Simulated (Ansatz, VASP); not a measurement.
# ZnS (Wurtzite-6H): VASP beside Ansatz

```
Zn S
1.0
     3.81200    0.00000    0.00000
    -1.90600    3.30129    0.00000
     0.00000    0.00000   18.68999
Zn S
6 6
Cartesian
  0.0000 2.2009 15.5749
  1.9060 1.1004 6.2299
  1.9060 1.1004 12.4601
  0.0000 2.2009 3.1151
  0.0000 0.0000 9.3450
  0.0000 0.0000 0.0000
  0.0000 2.2009 17.9112
  1.9060 1.1004 8.5662
  1.9060 1.1004 14.7963
  0.0000 2.2009 5.4513
  0.0000 0.0000 11.6812
  0.0000 0.0000 2.3362
```

Alike in both runs: task relaxation of cell and atoms; functional revPBE; k mesh 8 × 8 × 2; occupations fermi-dirac, width 0.05 eV; no spin polarisation.

```csv
,VASP,Ansatz
version,VASP 6.6.1,Ansatz 0.2.0
potentials or method,"VASP PAW PBE potentials, release 64 (Zn, S)",Ansatz PAW
plane-wave cutoff (eV),600,420
valence electrons in the cell,108,108
```

|  | VASP | Ansatz | Ansatz less VASP |
| --- | --- | --- | --- |
| gap on the k mesh at the Fermi level, each at its own relaxed structure (eV) | 2.04 | 2.05 | +0.009 |
| relaxed volume (Å³/atom) | 20.77 | 20.72 | -0.043 |
| relaxed cell length with the largest relative difference (Å) | 3.886 | 3.883 | -0.0027 |
| energy change over the relaxation (meV/atom) | -14 | -13 | +0.9 |

Caveats: the PAW data sets were made with another functional, which shifts forces and pressure a little (VASP); the plane-wave basis is chosen anew once the cell has moved, so the energies of steps on either side of that aren't comparable (Ansatz); the PAW data sets come from PBE, with cores solved anew for the run's functional, which leaves a small shift of forces and pressure (Ansatz). A k mesh can miss the band edges. Zero-point motion and thermal expansion aren't in these numbers.
